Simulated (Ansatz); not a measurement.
Crystal: TaSi2.

```xyz
9
Lattice="4.7800 0.0000 0.0000 -2.3900 4.1396 0.0000 0.0000 0.0000 6.5640" Properties=species:S:1:pos:R:3 pbc="T T T"
Ta   -1.1950    2.0698    1.0940
Ta    1.1950    2.0698    5.4700
Ta    2.3900    0.0000    3.2820
Si    1.1949    0.6899    1.0940
Si   -1.1951    3.4497    5.4700
Si    2.3900    2.7599    3.2820
Si    1.1951    3.4497    1.0940
Si    3.5851    0.6899    5.4700
Si    0.0000    1.3797    3.2820
```

| Property | Result |
| --- | --- |
| Program | Ansatz 0.2.0 |
| Task | single point |
| Functional | PBE |
| Potentials or basis | all-electron LAPW, scalar-relativistic |
| Cutoff | 249 eV (chosen from the basis error) |
| Basis error allowed | 0.001 eV/atom |
| k mesh | 7 × 7 × 4 |
| Occupations | fermi-dirac, width 0.05 eV |
| Spin | no spin polarisation |

On this cell: pressure 3.4 GPa; largest force 0.782 eV/Å; band gap on the k mesh none (metal or under the smearing width).

The same run follows on a disturbed copy (atoms moved at random, drawn with an rms of 0.05 Å):

```
Ta Si
1.0
     4.78000    0.00000    0.00000
    -2.39000    4.13960    0.00000
     0.00000    0.00000    6.56400
Ta Si
3 6
Direct
  0.99941 0.49896 0.16585
  0.49042 0.50134 0.83010
  0.50910 0.99530 0.50026
  0.34901 0.17613 0.16807
  0.17487 0.83739 0.83704
  0.82396 0.65499 0.49773
  0.65742 0.82805 0.17320
  0.84080 0.16120 0.83140
  0.16132 0.32866 0.49610
```

Task: What changes?

Result: The energy (extrapolated to zero smearing) moves by +23.2 meV/atom; pressure 4.1 GPa; largest force 1.404 eV/Å; band gap on the k mesh none (metal or under the smearing width).

Forces in eV/Å, atoms in the order of the input:
```
Ta   0.200  0.000 -0.118
Ta   0.968 -0.019  0.364
Ta  -1.204  0.014  0.251
Si  -1.010 -0.689 -0.055
Si  -1.038  0.345 -0.277
Si   0.348  1.023  0.216
Si   1.111  0.377 -0.771
Si   0.395 -0.230  0.270
Si   0.230 -0.821  0.120
```

Stress tensor (GPa, compression positive):
```
 3.44 -0.13 -0.26
-0.13  2.81  0.19
-0.26  0.19  6.03
```

Caveats: the cell's inner coordinates are idealised or old, which leaves forces on the atoms.

The runs don't all hold the same shells in valence.
